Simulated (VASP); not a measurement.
# As (P-1) in VASP: notebook

One crystal, As, is run at these levels: HSE(alpha, omega); tasks: single point.

Program: VASP 6.6.1. These are calculated values, not measurements. Logs are shortened: lines on timing, memory, paths and dates and some standing lists are left out, and cuts for length are marked.

### 1 The undisturbed crystal

The typed cell holds 2 atoms: a = 3.824 Å, b = 3.824 Å, c = 3.824 Å, α = 60.00°, β = 60.00°, γ = 60.00°.

This isn't the form of As at room conditions, which is rhombohedral.

### 2 Single point, HSE(alpha, omega) (all atoms moved at random)

File POSCAR:

```
As
1.0
   -2.7036817400      0.0000000000     -2.7036817400
    0.0000000000     -2.7036817400     -2.7036817400
   -2.7036817400     -2.7036817400      0.0000000000
As
2
Direct
    0.2763515400      0.2271399200      0.2568997100
    0.7236484600      0.7728600800      0.7431002900
```

File INCAR.step1:

```
SYSTEM = As
PREC     = Accurate       ! precision mode
ENCUT    = 520            ! plane-wave cutoff, eV
EDIFF    = 1E-5           ! SCF threshold, eV
ISMEAR   = -1             ! smearing method
SIGMA    = 0.05           ! smearing width, eV
LREAL    = .False.        ! projectors in reciprocal space
LASPH    = .True.         ! aspherical terms in the spheres
NELM     = 60             ! most SCF steps
ALGO     = Normal         ! electronic algorithm
ISIF     = 2              ! what is computed and relaxed
LWAVE    = .True.         ! write WAVECAR
LCHARG   = .False.        ! write CHGCAR
NBANDS   = 12             ! bands
GGA      = PE             ! functional
```

File INCAR.step2:

```
SYSTEM = As
PREC     = Accurate       ! precision mode
ENCUT    = 520            ! plane-wave cutoff, eV
EDIFF    = 1E-6           ! SCF threshold, eV
ISMEAR   = -1             ! smearing method
SIGMA    = 0.05           ! smearing width, eV
LREAL    = .False.        ! projectors in reciprocal space
LASPH    = .True.         ! aspherical terms in the spheres
NELM     = 60             ! most SCF steps
ALGO     = Normal         ! electronic algorithm
ISIF     = 2              ! what is computed and relaxed
LWAVE    = .False.        ! write WAVECAR
LCHARG   = .False.        ! write CHGCAR
GGA      = PE             ! functional
LHFCALC  = .True.         ! exact exchange
HFSCREEN = 0.2            ! screening, 1/A
AEXX     = 0.25           ! exact-exchange fraction
PRECFOCK = Fast         
NBANDS   = 12             ! bands
ISTART   = 1
```

File KPOINTS:

```
regular mesh
0
Gamma
  5 5 5
  0 0 0
```

Potentials or basis: VASP PAW PBE potentials, release 64 (As).

Launch:

```console
$ cat potpaw_PBE.64/As/POTCAR > POTCAR
$ cp INCAR.step1 INCAR
$ mpirun -np 1 vasp_std > vasp.out
$ cp INCAR.step2 INCAR
$ mpirun -np 1 vasp_std > vasp.out
```

OUTCAR:

```text
SYSTEM = As
   PREC = Accurate
   ENCUT = 520
   EDIFF = 1E-6
   ISMEAR = -1
   LREAL = .False.
   LASPH = .True.
   NELM = 60
   ISIF = 2
   GGA = PE
   LHFCALC = .True.
   HFSCREEN = 0.2
   AEXX = 0.25
   PRECFOCK = Fast
   ISTART = 1

 ion  position               nearest neighbor table
   1  0.276  0.227  0.257-   2 2.53   2 2.62   2 2.69   2 2.73   2 2.80   2 2.88
   2  0.724  0.773  0.743-   1 2.53   1 2.62   1 2.69   1 2.73   1 2.80   1 2.88

  LATTYP: Found a face centered cubic cell.
 ALAT       =     5.4073634800

  Lattice vectors:

 A1 = (  -2.7036817400,   0.0000000000,  -2.7036817400)
 A2 = (   0.0000000000,  -2.7036817400,  -2.7036817400)
 A3 = (  -2.7036817400,  -2.7036817400,   0.0000000000)

Analysis of symmetry for initial positions (statically):
=====================================================================
 Subroutine PRICEL returns:
 Original cell was already a primitive cell.

 Routine SETGRP: Setting up the symmetry group for a
 face centered cubic supercell.

 Subroutine GETGRP returns: Found  2 space group operations
 (whereof  2 operations were pure point group operations)
 out of a pool of 48 trial point group operations.

The static configuration has the point symmetry S_2 .

Analysis of symmetry for dynamics (positions and initial velocities):
=====================================================================
 Subroutine PRICEL returns:
 Original cell was already a primitive cell.

 Routine SETGRP: Setting up the symmetry group for a
 face centered cubic supercell.

 Subroutine GETGRP returns: Found  2 space group operations
 (whereof  2 operations were pure point group operations)
 out of a pool of 48 trial point group operations.

The dynamic configuration has the point symmetry S_2 .

 Subroutine INISYM returns: Found  2 space group operations
 (whereof  2 operations are pure point group operations),
 and found     1 'primitive' translations

----------------------------------------------------------------------------------------

                                     Primitive cell

  volume of cell :      39.5273

  direct lattice vectors                    reciprocal lattice vectors
    -2.703681740  0.000000000 -2.703681740    -0.184933009  0.184933009 -0.184933009
     0.000000000 -2.703681740 -2.703681740     0.184933009 -0.184933009 -0.184933009
    -2.703681740 -2.703681740  0.000000000    -0.184933009 -0.184933009  0.184933009

  length of vectors
     3.823583385  3.823583385  3.823583385     0.320313368  0.320313368  0.320313368

  position of ions in fractional coordinates (direct lattice)
     0.276351540  0.227139920  0.256899710
     0.723648460  0.772860080  0.743100290

  ion indices of the primitive-cell ions
   primitive index   ion index
                 1           1
                 2           2

----------------------------------------------------------------------------------------

 KPOINTS: regular mesh

Automatic generation of k-mesh.
 Grid dimensions read from file:
 generate k-points for:    5    5    5

 Generating k-lattice:

  Cartesian coordinates                     Fractional coordinates (reciprocal lattice)
    -0.036986602  0.036986602 -0.036986602     0.200000000  0.000000000  0.000000000
     0.036986602 -0.036986602 -0.036986602     0.000000000  0.200000000  0.000000000
    -0.036986602 -0.036986602  0.036986602     0.000000000  0.000000000  0.200000000

  Length of vectors
     0.064062674  0.064062674  0.064062674

  Shift w.r.t. Gamma in fractional coordinates (k-lattice)
     0.000000000  0.000000000  0.000000000

 Subroutine IBZKPT returns following result:
 ===========================================

 Found     63 irreducible k-points:

 Following reciprocal coordinates:
            Coordinates               Weight
  0.000000  0.000000  0.000000      1.000000
  0.200000  0.000000  0.000000      2.000000
  0.000000  0.200000  0.000000      2.000000
  0.000000  0.000000  0.200000      2.000000
  0.200000  0.200000  0.200000      2.000000
  0.400000  0.000000  0.000000      2.000000
[... 16 lines left out ...]
  0.200000  0.400000  0.400000      2.000000
  0.400000  0.000000  0.200000      2.000000
 [... further k-points ...]
   k-points           NKPTS =     63   k-points in BZ     NKDIM =    125   number of bands    NBANDS=     12
   number of dos      NEDOS =    301   number of ions     NIONS =      2
   total plane-waves  NPLWV =  21952
   dimension x,y,z NGX =    28 NGY =   28 NGZ =   28
   dimension x,y,z NGXF=    56 NGYF=   56 NGZF=   56
   ions per type =               2
   NGX,Y,Z   is equivalent  to a cutoff of  12.17, 12.17, 12.17 a.u.
   NGXF,Y,Z  is equivalent  to a cutoff of  24.35, 24.35, 24.35 a.u.
 SYSTEM =  As
   PREC   = accura    normal or accurate (medium, high low for compatibility)
   ISTART =      1    job   : 0-new  1-cont  2-samecut
   ICHARG =      0    charge: 1-file 2-atom 10-const
   ISPIN  =      1    spin polarized calculation?
   LNONCOLLINEAR =      F non collinear calculations
   LSORBIT =      F    spin-orbit coupling
   LASPH  =      T    aspherical Exc in radial PAW
   ENCUT  =  520.0 eV  38.22 Ry    6.18 a.u.   7.11  7.11  7.11*2*pi/ulx,y,z
   NELM   =     60;   NELMIN=  2; NELMDL=  0     # of ELM steps
   EDIFF  = 0.1E-05   stopping-criterion for ELM
   LREAL  =      F    real-space projection
   EDIFFG = 0.1E-04   stopping-criterion for IOM
   NSW    =      0    number of steps for IOM
   IBRION =     -1    ionic relax: 0-MD 1-quasi-New 2-CG
   NFREE  =      0    steps in history (QN), initial steepest desc. (CG)
   ISIF   =      2    stress and relaxation
   ISYM   =      3    0-nonsym 1-usesym 2-fastsym
   POTIM  = 0.5000    time-step for ionic-motion
   TEBEG  =    0.0;   TEEND  =   0.0 temperature during run
   PSTRESS=    0.0 pullay stress
   NELECT =      10.0000    total number of electrons
   NUPDOWN=      -1.0000    fix difference up-down
   EMIN   =  10.00;   EMAX   =-10.00  energy-range for DOS
   EFERMI =   0.00;   METHOD = LEGACY
   ISMEAR =    -1;   SIGMA  =   0.05  broadening in eV -4-tet -1-fermi 0-gaus
   EFERMI_NEDOS =   21; number of points for ismear=-14 and -15
   IALGO  =     38    algorithm
   IMIX   =      1    mixing-type and parameters
     AMIX     =   0.40;   BMIX     =  1.00
     AMIX_MAG =   1.60;   BMIX_MAG =  1.00
  volume/ion in A,a.u.               =      19.76       133.37
  Fermi-wavevector in a.u.,A,eV,Ry     =   1.035403  1.956627 14.586243  1.072059
  Thomas-Fermi vector in A             =   2.169744
   LORBIT       =      0    0 simple, 1 ext, 2 COOP (PROOUT), +10 PAW based schemes
   GGA     = PE    functional components
   LHFCALC =     T    Hartree Fock is set to
   PRECFOCK=fast      Normal, Fast or Accurate (Low or Medium for compatibility)
   ENCUT4O =  -1.0   cutoff for four orbital integrals eV
   NKREDX  =     1    reduce k-point grid by
   NKREDY  =     1    reduce k-point grid by
   NKREDZ  =     1    reduce k-point grid by
   AEXX    =    0.2500 exact exchange contribution
   HFSCREEN=    0.2000 screening length (either q_TF or 0.3 A-1)
   HFSCREENC=   0.2000 screening length for correlation (either q_TF or 0.3 A-1)
   ENCUTFOCK=  -1.0 apply spherical cutoff to Coloumb kernel
   IVDW    =     0    specifies the selected vdW correction
   LEPSILON=     F    determine dielectric tensor
   LRPA    =     F    only Hartree local field effects (RPA)
 non-spin polarized calculation
  energy-cutoff  :      520.00
  volume of cell :       39.53
 maximum number of plane-waves:      1073
  NGX = 16; NGY = 16; NGZ = 16

 number of electron      10.0000000 magnetization

 Free energy of the ion-electron system (eV)
  ---------------------------------------------------
  ext. energy  EPLUGINS =         0.00000000
  ---------------------------------------------------
  free energy    TOTEN  =       -11.05049611 eV

  energy without entropy =      -11.04867031  energy(sigma->0) =      -11.04958321

 E-fermi :   5.8719     XC(G=0):  -8.6352

 val. band max:        5.7667156413   @ k =  -0.2000   0.2000   0.0000
 cond. band min:       5.9660510954   @ k =   0.4000   0.0000   0.0000
 fundamental gap:      0.1993354541
 Fermi energy:         5.8718513464

 k-point     1 :       0.0000    0.0000    0.0000
  band No.  band energies     occupation
      1     -11.0114      2.00000
      2       0.5484      2.00000
      3       3.3949      2.00000
      4       3.6679      2.00000
      5       3.7221      2.00000
      6       9.9572      0.00000
      7      10.0403      0.00000
      8      10.7269      0.00000
      9      12.2669      0.00000
     10      12.7457      0.00000
     11      12.8265      0.00000
     12      14.9225      0.00000

 k-point     2 :       0.2000    0.0000    0.0000
  band No.  band energies     occupation
      1     -10.4133      2.00000
      2      -2.0117      2.00000
      3       3.4768      2.00000
      4       3.7777      2.00000
      5       4.9113      2.00000
      6       8.2594      0.00000
      7       8.6718      0.00000
      8       8.9404      0.00000
      9      12.7022      0.00000
     10      13.4425      0.00000
     11      13.5100      0.00000
     12      18.1333      0.00000

 k-point     3 :       0.0000    0.2000    0.0000
  band No.  band energies     occupation
      1     -10.4101      2.00000
      2      -2.0311      2.00000
      3       3.4753      2.00000
      4       3.7987      2.00000
      5       4.8908      2.00000
      6       8.2753      0.00000
      7       8.6924      0.00000
      8       8.9772      0.00000
      9      12.6546      0.00000
     10      13.4166      0.00000
     11      13.5156      0.00000
     12      18.1287      0.00000
[... 286 lines left out ...]
 k-point    23 :       0.2000    0.4000    0.4000
  band No.  band energies     occupation
      1      -8.8618      2.00000
      2      -4.3308      2.00000
      3       1.6732      2.00000
      4       2.3158      2.00000
      5       2.5944      2.00000
      6       9.6030      0.00000
      7       9.9315      0.00000
      8      10.2229      0.00000
      9      11.5642      0.00000
     10      17.5972      0.00000
     11      18.0304      0.00000
     12      19.2198      0.00000

 k-point    24 :       0.4000    0.0000    0.2000
  band No.  band energies     occupation
      1      -8.8826      2.00000
      2      -4.2693      2.00000
      3       1.4825      2.00000
      4       2.1248      2.00000
      5       3.0191      2.00000
      6       9.6264      0.00000
      7       9.6731      0.00000
      8      10.5855      0.00000
      9      11.1823      0.00000
     10      17.8384      0.00000
     11      18.1815      0.00000
     12      19.3146      0.00000

 [... further k-points ...]

------------------------ aborting loop because EDIFF is reached ----------------------------------------

  FORCE on cell =-STRESS in cart. coord.  units (eV):
  Direction    XX          YY          ZZ          XY          YZ          ZX
  --------------------------------------------------------------------------------------
  -------------------------------------------------------------------------------------
  Total        0.1312322     -0.0891493      0.4101697     -0.4671502     -0.0207662      0.0641289
  in kB        5.3192967     -3.6135298     16.6256034    -18.9352241     -0.8417272      2.5993670
  external PRESSURE =       6.1104568 kB  Pullay stress =       0.0000000 kB

 VOLUME and BASIS-vectors are now :
 -----------------------------------------------------------------------------
  energy-cutoff  :      520.00
  volume of cell :       39.53
      direct lattice vectors                 reciprocal lattice vectors
    -2.703681740  0.000000000 -2.703681740    -0.184933009  0.184933009 -0.184933009
     0.000000000 -2.703681740 -2.703681740     0.184933009 -0.184933009 -0.184933009
    -2.703681740 -2.703681740  0.000000000    -0.184933009 -0.184933009  0.184933009

 POSITION                                       TOTAL-FORCE (eV/Angst)
 -----------------------------------------------------------------------------------
     -1.44174     -1.30869     -1.36128        -0.754922      0.637282     -0.107835
     -3.96562     -4.09867     -4.04608         0.754922     -0.637282      0.107835
 -----------------------------------------------------------------------------------
    total drift:                                0.000000     -0.000000      0.000000

  FREE ENERGIE OF THE ION-ELECTRON SYSTEM (eV)
  ---------------------------------------------------
  free  energy   TOTEN  =       -11.0504961081 eV

  energy  without entropy=      -11.0486703086  energy(sigma->0) =      -11.04958321
```

Wall time 6 min (1 thread of Intel Xeon 6975P-C (Granite Rapids), shared host); peak memory 0.28 GiB.

Results:

```
Free energy            : -11.0505 eV
Pressure               : 0.6 GPa
Largest force          : 0.994 eV/Å
Band gap on the k mesh : 0.20 eV, indirect (least direct gap 0.42 eV)
```

Forces in eV/Å, atoms in the order of the input:
```
As  -0.755  0.637 -0.108
As   0.755 -0.637  0.108
```

Stress tensor (GPa, compression positive):
```
 0.53 -1.89  0.26
-1.89 -0.36 -0.08
 0.26 -0.08  1.66
```

Caveat: the PAW data sets were made with another functional, which shifts forces and pressure a little; an odd mesh through Γ misses points on the zone boundary, where band edges often lie.

### 3 Single point, HSE(alpha, omega) (all atoms moved at random)

POSCAR is that of step 2.

INCAR.step1 is that of step 2.

Changes to INCAR.step2 since step 2:

```diff
@@ -15,3 +15,3 @@
 LHFCALC  = .True.         ! exact exchange
-HFSCREEN = 0.2            ! screening, 1/A
+HFSCREEN = 0.3            ! screening, 1/A
 AEXX     = 0.25           ! exact-exchange fraction
```

KPOINTS is that of step 2.

Potentials or basis: VASP PAW PBE potentials, release 64 (As).

Launch:

```console
$ cat potpaw_PBE.64/As/POTCAR > POTCAR
$ cp INCAR.step1 INCAR
$ mpirun -np 1 vasp_std > vasp.out
$ cp INCAR.step2 INCAR
$ mpirun -np 1 vasp_std > vasp.out
```

It took 6 min on 1 thread of Intel Xeon 6975P-C (Granite Rapids), shared host; peak memory 0.28 GiB.

The run converged. Its results:

| Item | Value |
| --- | --- |
| Free energy | -10.6586 eV |
| Pressure | 1.1 GPa |
| Largest force | 0.928 eV/Å |
| Band gap on the k mesh | 0.18 eV, indirect (least direct gap 0.38 eV) |

Forces on the atoms (eV/Å):
```
As  -0.710  0.588 -0.105
As   0.710 -0.588  0.105
```

Stress tensor (GPa, compression positive):
```
 1.00 -1.77  0.25
-1.77  0.15 -0.09
 0.25 -0.09  2.05
```

Levels at points of the mesh, in eV from the valence-band top:
```
           k point  band 1  band 2  band 3  band 4  band 5  band 6  band 7  band 8  band 9  band 10
(0.00, 0.00, 0.00)  -16.56   -5.12   -2.27   -2.00   -1.94    4.08    4.16    4.82    6.39     6.86
```

Caveat: the PAW data sets were made with another functional, which shifts forces and pressure a little; an odd mesh through Γ misses points on the zone boundary, where band edges often lie.

### 4 Single point, HSE(alpha, omega) (all atoms moved at random)

POSCAR is that of step 3.

INCAR.step1 is that of step 3.

Changes to INCAR.step2 since step 3:

```diff
@@ -15,3 +15,3 @@
 LHFCALC  = .True.         ! exact exchange
-HFSCREEN = 0.3            ! screening, 1/A
+HFSCREEN = 0.4            ! screening, 1/A
 AEXX     = 0.25           ! exact-exchange fraction
```

KPOINTS is that of step 3.

Launch:

```console
$ cat potpaw_PBE.64/As/POTCAR > POTCAR
$ cp INCAR.step1 INCAR
$ mpirun -np 1 vasp_std > vasp.out
$ cp INCAR.step2 INCAR
$ mpirun -np 1 vasp_std > vasp.out
```

Wall time 5.8 min (1 thread of Intel Xeon 6975P-C (Granite Rapids), shared host); peak memory 0.28 GiB.

The run converged. Its results:

```yaml
Free_energy: -10.3535 eV
Pressure: 1.5 GPa
Largest_force: 0.876 eV/Å
Band_gap_on_the_k_mesh: 0.18 eV, indirect (least direct gap 0.37 eV)
```

Forces on the atoms (eV/Å):
```
As  -0.674  0.550 -0.103
As   0.674 -0.550  0.103
```

Stress tensor (GPa, compression positive):
```
 1.50 -1.67  0.25
-1.67  0.67 -0.10
 0.25 -0.10  2.45
```

Levels at points of the mesh, in eV from the valence-band top:
```csv
k point,band 1,band 2,band 3,band 4,band 5,band 6,band 7,band 8,band 9,band 10
"(0.00, 0.00, 0.00)",-16.33,-5.05,-2.19,-1.92,-1.87,4.01,4.08,4.72,6.31,6.77
```

Caveat: the PAW data sets were made with another functional, which shifts forces and pressure a little; an odd mesh through Γ misses points on the zone boundary, where band edges often lie.

### 5 Overview

```tsv
screening parameter	gap on the mesh (eV)	pressure (GPa)	largest force (eV/Å)
0.2	0.20	0.6	0.99
0.3	0.18	1.1	0.93
0.4	0.18	1.5	0.88
```

Alike in all rows: task single point; level HSE(alpha, omega); potentials or basis VASP PAW PBE potentials, release 64 (As); no spin polarisation; cell all atoms moved at random; k mesh 5 × 5 × 5; cutoff (eV) 520; smearing fermi-dirac 0.05 eV.

Caveats: the PAW data sets were made with another functional, which shifts forces and pressure a little; an odd mesh through Γ misses points on the zone boundary, where band edges often lie.

Total energies depend on the potentials used, so only differences within one code and one set of settings carry meaning.
